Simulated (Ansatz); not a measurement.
# TaN (P-6m2) in Ansatz: notebook

One crystal, TaN, is run at these levels: LDA; tasks: band structure, single point, equation of state.

All numbers are computed with Ansatz 0.2.0; they aren't measurements. Logs are shortened: lines on timing, memory, paths and dates and some standing lists are left out, and cuts for length are marked.

## 1. The structure

Symmetry: P-6m2, No. 187, hexagonal system. Conventional cell: a = 2.938 Å, b = 2.938 Å, c = 2.883 Å, α = 90.00°, β = 90.00°, γ = 120.00°. Ta (site symmetry -6m2) has 6 N at 2.23 Å as nearest neighbours. N (site symmetry -6m2) has 6 Ta at 2.23 Å as nearest neighbours.

## 2. Band structure, LDA

input.yaml

```yaml
crystal:
  lattice:
    - [2.938, 0.0, 0.0]
    - [-1.469, 2.5443826363, 0.0]
    - [0.0, 0.0, 2.883]
  atoms:
    - { symbol: Ta, position: [0.0, 0.0, 0.5] }
    - { symbol: "N", position: [0.6666666667, 0.3333333333, 0.0] }
hamiltonian:
  xc: lda
  pseudopotentials: { kind: paw }
kpoints:
  mp_grid: { grid: [10, 10, 9] }
  band_path:
    path:
      - [[0.0, 0.0, 0.0], [0.5, 0.0, 0.0], [0.3333333333, 0.3333333333, 0.0], [0.0, 0.0, 0.0], [0.0, 0.0, 0.5], [0.5, 0.0, 0.5], [0.3333333333, 0.3333333333, 0.5], [0.0, 0.0, 0.5]]
      - [[0.5, 0.0, 0.5], [0.5, 0.0, 0.0]]
      - [[0.3333333333, 0.3333333333, 0.0], [0.3333333333, 0.3333333333, 0.5]]
    npoints: 14
scf:
  occupations: { method: fermi_dirac, width: 0.05 }
  n_extra_bands: 6
output:
  forces: true
  stress: true
  eigenvalues: true
  fatbands: true
```

Potentials or basis: Ansatz PAW.

Command:

```
$ ansatz run input.yaml --threads 2 --pin off --max-ram 5632MiB --backend cpu --events-out ev --progress --plain --runs-dir out
```

Log:

```text
Warning: RAYON_NUM_THREADS=2 ignored (pool sized by the plan → 2); use --threads N
scf.n_extra_bands = 6 over 9 filled bands (N_el = 18.0): the run solves 15 bands
Engine: ansatz 0.2.0, x86_64-unknown-linux-gnu
Pseudopotentials: kind: paw
Pseudopotential: Ta, paw, valence charge 13, recommended cutoff 420 eV (normal), Ta.paw.azcp
Pseudopotential: N, paw, valence charge 5, recommended cutoff 420 eV (normal), N.paw.azcp
Functional definition: SPW92
  exchange = slater_x
  correlation = pw_c
Crystal: 2 atoms, lattice volume = 21.552 Å³
Basis set: ecut = 420 eV, 405 PW (Γ)
Bands: 15, of which v1, the nominal top of the filled ones, is band 9 counted from 1 (8 counted from 0)
Symmetry: 12 space group operations
Space group: P-6m2 (ITA 187), of the structure as read, at distance tolerance 2.8e-5 Å
k-points: 70 of 900 (time reversal used)
Non-local potential: Ta, projectors of the file, l = 0: 3, l = 1: 2, l = 2: 2, l = 3: 1
Non-local potential: N, projectors of the file, l = 0: 2, l = 1: 2, l = 2: 1
PAW form: soft (Blöchl's): semilocal exchange-correlation on the pseudo side does not see the compensation charge
PAW frozen core: Ta, regenerated for the run's functional, and the local potential with it (the file was generated under x = pbe(κ = 0.804, μ = 0.2195149727645171), c = pbe(β = 0.06672455060314922))
PAW frozen core: N, regenerated for the run's functional, and the local potential with it (the file was generated under x = pbe(κ = 0.804, μ = 0.2195149727645171), c = pbe(β = 0.06672455060314922))
PAW one-centre angular grid: Ta, 590 points (default); XC on 64 Gauss nodes
PAW one-centre angular grid: N, 110 points (default); XC on 64 Gauss nodes
Initial density: superposition of atomic densities (neutral atoms: chi_scale 0, normalization atom), corrected by the library's trained network
Initial wavefunctions: pseudopotential atomic-orbital guess
Functional: x = slater, c = lda
SCF iter   1: F=—  HF=-10059.262360 eV  |F-HF|=—  |Δ(HF+E_count)|=         —  Δρ=1.53e-2  dr2=5.29e-2  ethr=1.77e-3  ⟨swp⟩=5.9  Hψ=5560  notcnv=0  defer=6
preconditioner: auto → none  [insulator: Δε(μ)=0.295 eV  Ē_g=13.033 eV  σ=0.050 eV  W_gap=0.90  n_scr=8 (ndim 8)  ℏωp=25.3 eV  f_vac=0.000  D(μ)=0.03/eV (n_scr^D=0)  ε∞_Penn≈4.8]
SCF iter   2: F=—  HF=-10059.252645 eV  |F-HF|=—  |Δ(HF+E_count)|=   9.71e-3  Δρ=6.63e-3  dr2=1.02e-2  ethr=2.94e-4  ⟨swp⟩=2.0  Hψ=1719  notcnv=0  defer=39
SCF iter   3: F=—  HF=-10059.250357 eV  |F-HF|=—  |Δ(HF+E_count)|=   2.29e-3  Δρ=5.65e-4  dr2=4.52e-5  ethr=5.67e-5  ⟨swp⟩=1.9  Hψ=1229  notcnv=0  defer=55
SCF iter   4: F=—  HF=-10059.250332 eV  |F-HF|=—  |Δ(HF+E_count)|=   2.53e-5  Δρ=1.02e-4  dr2=2.28e-6  ethr=2.51e-7  ⟨swp⟩=2.5  Hψ=1533  notcnv=0  defer=55
iter 5 did not close the SCF: its close was put off for the readings that it lacked (scf_convergence_deferred on its scf_iter line)
SCF iter   5: F=-10059.250331 eV  HF=-10059.250331 eV  |F-HF|=2.13e-10  |Δ(HF+E_count)|=   5.00e-7  Δρ=1.63e-5  dr2=1.63e-8  ethr=1.27e-8  ⟨swp⟩=2.6  Hψ=1384  notcnv=0  defer=55
SCF iter   6: F=-10059.250331 eV  HF=-10059.250331 eV  |F-HF|=5.46e-12  |Δ(HF+E_count)|=   2.12e-9  Δρ=1.53e-6  dr2=1.43e-10  ethr=9.05e-11  ⟨swp⟩=6.1  Hψ=4433  notcnv=0
SCF 1 converged in 6 iterations: F = -10059.250331 eV  dr2 = 1.43e-10
NSCF: frozen V_eff on 129 k-points
SCF converged after 6 iterations
Free energy (F): -10059.250331 eV
Harris-Foulkes:  -10059.250331 eV  (|F-HF|=5.46e-12)
Internal energy: -10059.249991 eV  (E = F + TS)
E sigma→0 (E₀):  -10059.250161 eV
Entropy (-TS):   -0.000340 eV (-0.170 meV/atom)
Fermi energy:    19.897155 eV
--- Per-component energies (eV) ---
  E_band       = -57.756925
  E_kinetic    = 499.050574
  E_local      = -609.738725  (includes V_loc(G=0)·N_el)
  E_nonlocal   = 66.730933
  E_hartree    = 203.376989
  E_xc         = -277.699964
  E_vxc        = -281.847582  (∫ρ·V_xc dr)
  E_paw        = -8267.285812  (= ΣΔE_a)
  E_vpaw       = -138.706291  (= ΣTr[D̂ρ^β])
  E_aug_tail   = 0.000191  (compensation charges beyond the density's cutoff)
  E_ewald      = -1674.023123
  E_core_change = 0.338947  (= ΣΔE_core)
  E_smearing   = -0.000340  (= −TS)
  E_closure    = 0.000000  (closes the sum)
  Σ components = -10059.250331   (vs F -10059.250331, Δ=0.00e0)
--- Forces (eV/Å), atoms counted from 1 ---
  atom   1  Ta     0.00000000     0.00000000     0.00000000
  atom   2  N      0.00000000     0.00000000     0.00000000
  max |Σ_I F_I| component: 7.77e-16 eV/Å
--- Stress (GPa, compression-positive) ---
      -11.034667      -0.000000       0.000000
        0.000000     -11.034667       0.000000
        0.000000       0.000000     -12.641781
  P = ⅓ Tr σ = -11.5704 GPa (-115.704 kbar)
--- Band table (eV; the first three rows and the last of 70) ---
  k-point 0: bands = ["-48.5317", "-14.8750", "-14.6134", "-14.6134", "2.3166", "15.3076", "15.3076", "15.6691", "16.9628", "22.1759", "23.4235", "23.4235", "23.7955", "23.7955", "32.8127"]
  k-point 1: bands = ["-48.5257", "-14.9919", "-14.6039", "-14.6039", "2.5722", "14.8308", "15.4082", "15.4082", "17.6642", "22.1729", "22.1729", "22.6047", "24.5922", "24.5922", "33.3102"]
  k-point 2: bands = ["-48.5106", "-15.2776", "-14.5798", "-14.5798", "3.2589", "13.3114", "15.6663", "15.6663", "19.0920", "20.8806", "20.8806", "23.6245", "24.5972", "24.5972", "33.9618"]
  k-point 69: bands = ["-48.3994", "-15.4907", "-15.2885", "-15.0942", "4.4131", "11.8049", "13.3068", "15.8346", "19.3953", "24.2857", "24.8196", "26.3503", "27.1227", "29.1950", "31.5383"]
```

Wall time 2.6 s (2 threads of AMD EPYC 7R13 (Zen 3), shared host); peak memory 0.34 GiB.

What came out:

```
Free energy            : -10059.2503 eV
Pressure               : -11.6 GPa
Band gap on the k mesh : none (metal or under the smearing width)
```

Levels at the corners of the path, in eV from the Fermi level:
```csv
point,band 7,band 8,band 9,band 10,band 11,band 12
Γ,-4.59,-4.23,-2.93,2.28,3.53,3.53
M,-5.23,-3.51,-3.18,2.91,3.98,5.13
K,-5.71,-5.19,0.11,0.98,1.52,2.47
Γ,-4.59,-4.23,-2.93,2.28,3.53,3.53
A,-3.77,-3.77,-0.15,-0.15,2.38,3.23
L,-6.18,-5.72,-0.34,4.14,5.29,6.01
H,-6.56,-3.89,-0.37,4.42,5.00,6.64
A,-3.77,-3.77,-0.15,-0.15,2.38,3.23
L,-6.18,-5.72,-0.34,4.14,5.29,6.01
M,-5.23,-3.51,-3.18,2.91,3.98,5.13
K,-5.71,-5.19,0.11,0.98,1.52,2.47
H,-6.56,-3.89,-0.37,4.42,5.00,6.64
```

Caveat: the pressure holds a Pulay correction of +0.6 GPa for the finite cutoff; spin-orbit coupling is left out, which moves the levels of the heavy elements; the PAW data sets come from PBE, with cores solved anew for the run's functional, which leaves a small shift of forces and pressure.

## 3. Single point, LDA, 10.13 Å³/atom (volume scaled by 0.94)

input.yaml

```yaml
crystal:
  lattice:
    - [2.8780239874, 0.0, 0.0]
    - [-1.4390119937, 2.4924418858, 0.0]
    - [0.0, 0.0, 2.8241467514]
  atoms:
    - { symbol: Ta, position: [0.0, 0.0, 0.5] }
    - { symbol: "N", position: [0.6666666667, 0.3333333333, 0.0] }
hamiltonian:
  xc: lda
  pseudopotentials: { kind: paw }
kpoints:
  mp_grid: { grid: [10, 10, 9] }
scf:
  occupations: { method: fermi_dirac, width: 0.05 }
output:
  forces: true
  stress: true
  eigenvalues: true
```

Potentials or basis: Ansatz PAW.

Command:

```
$ ansatz run input.yaml --threads 2 --pin off --max-ram 5632MiB --backend cpu --events-out ev --progress --plain --runs-dir out
```

It took 1.4 s on 2 threads of AMD EPYC 7R13 (Zen 3), shared host; peak memory 0.34 GiB.

Results (log left out):

```
Free energy            : -10059.2538 eV
Pressure               : 12.0 GPa
Band gap on the k mesh : none (metal or under the smearing width)
```

Caveat: the pressure holds a Pulay correction of +0.6 GPa for the finite cutoff; the PAW data sets come from PBE, with cores solved anew for the run's functional, which leaves a small shift of forces and pressure.

## 4. Single point, LDA, 10.34 Å³/atom (volume scaled by 0.96)

input.yaml, as its differences from that of step 3:

```diff
@@ -2,5 +2,5 @@
   lattice:
-    - [2.8780239874, 0.0, 0.0]
-    - [-1.4390119937, 2.4924418858, 0.0]
-    - [0.0, 0.0, 2.8241467514]
+    - [2.8982924298, 0.0, 0.0]
+    - [-1.4491462149, 2.5099948717, 0.0]
+    - [0.0, 0.0, 2.8440357641]
   atoms:
```

Command:

```
$ ansatz run input.yaml --threads 2 --pin off --max-ram 5632MiB --backend cpu --events-out ev --progress --plain --runs-dir out
```

It took 1.2 s on 2 threads of AMD EPYC 7R13 (Zen 3), shared host; peak memory 0.34 GiB.

It converged, with:

| Item | Value |
| --- | --- |
| Free energy | -10059.2742 eV |
| Pressure | 3.3 GPa |
| Band gap on the k mesh | none (metal or under the smearing width) |

Caveat: the pressure holds a Pulay correction of +0.6 GPa for the finite cutoff; the PAW data sets come from PBE, with cores solved anew for the run's functional, which leaves a small shift of forces and pressure.

## 5. Single point, LDA, 10.56 Å³/atom (volume scaled by 0.98)

input.yaml, as its differences from that of step 4:

```diff
@@ -2,5 +2,5 @@
   lattice:
-    - [2.8982924298, 0.0, 0.0]
-    - [-1.4491462149, 2.5099948717, 0.0]
-    - [0.0, 0.0, 2.8440357641]
+    - [2.9182812851, 0.0, 0.0]
+    - [-1.4591406425, 2.5273057282, 0.0]
+    - [0.0, 0.0, 2.8636504237]
   atoms:
@@ -19 +19,5 @@
   eigenvalues: true
+  write_density: true
+  write_potential: true
+  elf: true
+  volumetric_format: npy
```

Command:

```
$ ansatz run input.yaml --threads 2 --pin off --max-ram 5632MiB --backend cpu --events-out ev --progress --plain --runs-dir out
```

Run time: 1.3 s. Hardware: 2 threads of AMD EPYC 7R13 (Zen 3), shared host; peak memory 0.34 GiB.

It converged, with:

| Property | Result |
| --- | --- |
| Free energy | -10059.2722 eV |
| Pressure | -4.6 GPa |
| Band gap on the k mesh | none (metal or under the smearing width) |

Caveat: the pressure holds a Pulay correction of +0.6 GPa for the finite cutoff; the PAW data sets come from PBE, with cores solved anew for the run's functional, which leaves a small shift of forces and pressure.

## 6. Single point, LDA, 10.78 Å³/atom

input.yaml, as its differences from that of step 5:

```diff
@@ -2,5 +2,5 @@
   lattice:
-    - [2.9182812851, 0.0, 0.0]
-    - [-1.4591406425, 2.5273057282, 0.0]
-    - [0.0, 0.0, 2.8636504237]
+    - [2.938, 0.0, 0.0]
+    - [-1.469, 2.5443826363, 0.0]
+    - [0.0, 0.0, 2.883]
   atoms:
```

Potentials or basis: Ansatz PAW.

Command:

```
$ ansatz run input.yaml --threads 2 --pin off --max-ram 5632MiB --backend cpu --events-out ev --progress --plain --runs-dir out
```

It took 1.4 s on 2 threads of AMD EPYC 7R13 (Zen 3), shared host; peak memory 0.34 GiB.

It converged, with:

| Property | Result |
| --- | --- |
| Free energy | -10059.2503 eV |
| Pressure | -11.6 GPa |
| Band gap on the k mesh | none (metal or under the smearing width) |

Caveat: the pressure holds a Pulay correction of +0.6 GPa for the finite cutoff; the PAW data sets come from PBE, with cores solved anew for the run's functional, which leaves a small shift of forces and pressure.

## 7. Single point, LDA, 10.99 Å³/atom (volume scaled by 1.02)

input.yaml, as its differences from that of step 6:

```diff
@@ -2,5 +2,5 @@
   lattice:
-    - [2.938, 0.0, 0.0]
-    - [-1.469, 2.5443826363, 0.0]
-    - [0.0, 0.0, 2.883]
+    - [2.9574575207, 0.0, 0.0]
+    - [-1.4787287603, 2.5612333435, 0.0]
+    - [0.0, 0.0, 2.9020932717]
   atoms:
@@ -19,5 +19 @@
   eigenvalues: true
-  write_density: true
-  write_potential: true
-  elf: true
-  volumetric_format: npy
```

Command:

```
$ ansatz run input.yaml --threads 2 --pin off --max-ram 5632MiB --backend cpu --events-out ev --progress --plain --runs-dir out
```

Wall time 0.97 s (2 threads of AMD EPYC 7R13 (Zen 3), shared host); peak memory 0.33 GiB.

It converged, with:

- Free energy: -10059.2106 eV
- Pressure: -17.8 GPa
- Band gap on the k mesh: none (metal or under the smearing width)

Caveat: the pressure holds a Pulay correction of +0.6 GPa for the finite cutoff; the PAW data sets come from PBE, with cores solved anew for the run's functional, which leaves a small shift of forces and pressure.

## 8. Single point, LDA, 11.21 Å³/atom (volume scaled by 1.04)

input.yaml, as its differences from that of step 7:

```diff
@@ -2,5 +2,5 @@
   lattice:
-    - [2.9574575207, 0.0, 0.0]
-    - [-1.4787287603, 2.5612333435, 0.0]
-    - [0.0, 0.0, 2.9020932717]
+    - [2.9766623284, 0.0, 0.0]
+    - [-1.4883311642, 2.5778651949, 0.0]
+    - [0.0, 0.0, 2.9209385612]
   atoms:
```

Command:

```
$ ansatz run input.yaml --threads 2 --pin off --max-ram 5632MiB --backend cpu --events-out ev --progress --plain --runs-dir out
```

Run time: 1 s. Hardware: 2 threads of AMD EPYC 7R13 (Zen 3), shared host; peak memory 0.34 GiB.

The run converged. Its results:

- Free energy: -10059.1549 eV
- Pressure: -23.5 GPa
- Band gap on the k mesh: none (metal or under the smearing width)

Caveat: the pressure holds a Pulay correction of +0.6 GPa for the finite cutoff; the PAW data sets come from PBE, with cores solved anew for the run's functional, which leaves a small shift of forces and pressure.

## 9. Single point, LDA, 11.42 Å³/atom (volume scaled by 1.06)

input.yaml, as its differences from that of step 8:

```diff
@@ -2,5 +2,5 @@
   lattice:
-    - [2.9766623284, 0.0, 0.0]
-    - [-1.4883311642, 2.5778651949, 0.0]
-    - [0.0, 0.0, 2.9209385612]
+    - [2.9956224723, 0.0, 0.0]
+    - [-1.4978112361, 2.5942851611, 0.0]
+    - [0.0, 0.0, 2.939543767]
   atoms:
```

Potentials or basis: Ansatz PAW.

Command:

```
$ ansatz run input.yaml --threads 2 --pin off --max-ram 5632MiB --backend cpu --events-out ev --progress --plain --runs-dir out
```

It took 1 s on 2 threads of AMD EPYC 7R13 (Zen 3), shared host; peak memory 0.34 GiB.

Results (log left out):

- Free energy: -10059.0850 eV
- Pressure: -28.5 GPa
- Band gap on the k mesh: none (metal or under the smearing width)

Caveat: the pressure holds a Pulay correction of +0.5 GPa for the finite cutoff; the PAW data sets come from PBE, with cores solved anew for the run's functional, which leaves a small shift of forces and pressure.

## 10. Equation of state, LDA

This step only gathers the single runs of the series.

Results:

| Item | Value |
| --- | --- |
| Equilibrium volume | 10.43 Å³/atom |
| Bulk modulus at fixed shape and positions | 382 GPa |
| Pressure derivative of the bulk modulus | 4.4 |

Energy against volume, from the lowest point:
| volume (Å³/atom) | energy (meV/atom) |
| --- | --- |
| 10.129 | 10.16 |
| 10.345 | 0.00 |
| 10.560 | 1.01 |
| 10.776 | 11.92 |
| 10.991 | 31.77 |
| 11.207 | 59.61 |
| 11.422 | 94.60 |

Caveat: the cell was scaled at fixed shape and fractional positions, which overstates the stiffness of a crystal with free parameters, most of all of layers and chains. Spin-orbit coupling is left out, which matters for the levels of Ta.
